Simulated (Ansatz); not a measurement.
A run of Ansatz 0.2.0 is set up as follows.

File input.yaml:

```yaml
crystal:
  lattice:
    - [0.0, 2.03, 2.03]
    - [2.03, 0.0, 2.03]
    - [2.03, 2.03, 0.0]
  atoms:
    - { symbol: W, position: [0.0, 0.0, 0.0] }
hamiltonian:
  xc: pbe
  pseudopotentials: { kind: paw }
kpoints:
  mp_grid: { grid: [11, 11, 11] }
scf:
  occupations: { method: gaussian, width: 0.026 }
output:
  forces: true
  stress: true
  eigenvalues: true
  write_density: true
  write_potential: true
  elf: true
  volumetric_format: npy
```

Potentials or basis: Ansatz PAW.

Command:

```console
$ ansatz run input.yaml --threads 2 --pin off --max-ram 5632MiB --backend cpu --events-out ev --progress --plain --runs-dir out
```

(1) Predict the band gap on the k mesh.

(2) Estimate the pressure.

Results:

(1) none (metal or under the smearing width).

(2) -4.9 GPa.
